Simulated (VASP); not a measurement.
The system is AgBr.

```
Ag Br
1.0
     0.00000    2.87015    2.87015
     2.87015    0.00000    2.87015
     2.87015    2.87015    0.00000
Ag Br
1 1
Cartesian
  0.0000 0.0000 0.0000
  2.8702 2.8702 2.8702
```

Base run:

* Program: VASP 6.6.1
* Functional: PBE0
* Potentials or basis: VASP PAW PBE potentials, release 64 (Ag, Br)
* Cutoff: 520 eV
* k mesh: 6 × 6 × 6
* Occupations: gaussian, width 0.02 eV
* Spin: no spin polarisation

Its results: band gap on the k mesh 2.67 eV, indirect (least direct gap 4.52 eV); pressure 1.8 GPa.

Question: After a change of settings the same cell gave: band gap on the k mesh 2.43 eV, indirect (least direct gap 4.36 eV); pressure 1.2 GPa. Which change was it?
A. functional from PBE0 to r2SCAN-EpsX
B. functional from PBE0 to HSE06
C. functional from PBE0 to HSE03

Answer: A.

Caveats: the PAW data sets were made with another functional, which shifts forces and pressure a little.
